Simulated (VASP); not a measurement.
Here is the system:

```
RuO2
1.0
    4.52232     0.00000     0.00000
    0.00000     4.52232     0.00000
    0.00000     0.00000     3.12412
Ru O
2 4
Direct
  0.00000   0.00000   0.00000
  0.50000   0.50000   0.50000
  0.30577   0.30577   0.00000
  0.80577   0.19423   0.50000
  0.19423   0.80577   0.50000
  0.69423   0.69423   0.00000
```

Level of theory: PBE GGA with spin-orbit coupling, VASP's PBE PAW potentials (set 64) (plane waves; VASP). Settings: 520 eV cut-off, 6×6×9 Γ-centred mesh, Gaussian smearing of 0.050 eV, potentials Ru_pv O.

Q: The job: RuO2 (rutile), 6 atoms, PBE+SOC, static run, 520 eV, 6×6×9 Γ-centred mesh. Roughly how much core time does it take on a busy server core?

A: About 10 core-minutes (one run on a shared machine, a rough figure). It had 50 irreducible k-points, 62 bands, up to 3488 plane waves and 15 electronic steps.

The compound is RuO2 in the rutile structure. It was relaxed first.
